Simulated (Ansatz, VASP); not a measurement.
ZrC in VASP and in Ansatz

```xyz
2
Lattice="0.0000 2.4658 2.4658 2.4658 0.0000 2.4658 2.4658 2.4658 0.0000" Properties=species:S:1:pos:R:3 pbc="T T T"
Zr    2.4658    2.4658    2.4658
C     0.0000    0.0000    0.0000
```

Alike in both runs: task single point; functional PBE; k mesh 16 × 16 × 16; occupations gaussian, width 0.1 eV; no spin polarisation.

```csv
,VASP,Ansatz
version,VASP 6.6.1,Ansatz 0.2.0
potentials or method,"VASP PAW PBE potentials, release 64 (Zr_sv, C)","scalar-relativistic, plane waves, PAW"
plane-wave cutoff (eV),520,420
valence electrons in the cell,16,16
```

Ansatz gave:

* gap on the k mesh at the Fermi level (eV): none
* pressure (GPa): -23.2

Task: What did VASP give for the same quantities?

Result: gap on the k mesh at the Fermi level (eV): none; pressure (GPa): -23.1.

A gap of «none» marks a metal or a gap that the smearing closes. With one functional, cell and mesh, what is left measures potentials, basis and numerics.

Caveats: so large a pressure means that the cell lies far from this level's equilibrium, or that cutoff or potentials fall short (VASP).
